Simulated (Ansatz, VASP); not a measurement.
# Pd in VASP and in Ansatz

```
Pd
1.0
     0.00000    3.02442    3.02442
     3.02442    0.00000    3.02442
     3.02442    3.02442    0.00000
Pd
2
Direct
  0.12500 0.12500 0.12500
  0.87500 0.87500 0.87500
```

Alike in both runs: task single point; functional RPBE; k mesh 10 × 10 × 10; occupations fermi-dirac, width 0.05 eV; collinear spin.

|  | VASP | Ansatz |
| --- | --- | --- |
| version | VASP 6.6.1 | Ansatz 0.2.0 |
| potentials or method | VASP PAW PBE potentials, release 64 (Pd) | plane waves (420 eV) with PAW, scalar-relativistic |
| plane-wave cutoff (eV) | 520 | 420 |
| valence electrons in the cell | 20 | 36 |

```tsv
	VASP	Ansatz	Ansatz less VASP
pressure (GPa)	-3.6	-3.4	+0.14
net moment per atom (μB)	0.45	0.44	0.000
size of the moment on the site where the two differ most (μB)	0.44	0.44	-0.003
```

Site moments also hang on the region over which each program counts them. The two sets of potentials don't hold the same shells in valence.

Caveats: the PAW data sets were made with another functional, which shifts forces and pressure a little (VASP).
